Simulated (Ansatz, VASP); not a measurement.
# C: VASP beside Ansatz

```
C
1.0
     1.80324    0.00000    0.00000
     0.00000    1.80324    0.00000
     0.00000    0.00000    1.80324
C
1
Direct
  0.00000 0.00000 0.00000
```

Alike in both runs: task single point; functional BLYP; k mesh 19 × 19 × 19; occupations fermi-dirac, width 0.1 eV; no spin polarisation.

|  | VASP | Ansatz |
| --- | --- | --- |
| version | VASP 6.6.1 | Ansatz 0.2.0 |
| potentials or method | VASP PAW PBE potentials, release 64 (C) | plane waves (420 eV) with PAW, scalar-relativistic |
| plane-wave cutoff (eV) | 520 | 420 |
| valence electrons in the cell | 4 | 4 |

```tsv
	VASP	Ansatz	Ansatz less VASP
pressure (GPa)	-0.1	-0.4	-0.31
```

Caveats: the PAW data sets were made with another functional, which shifts forces and pressure a little (VASP).
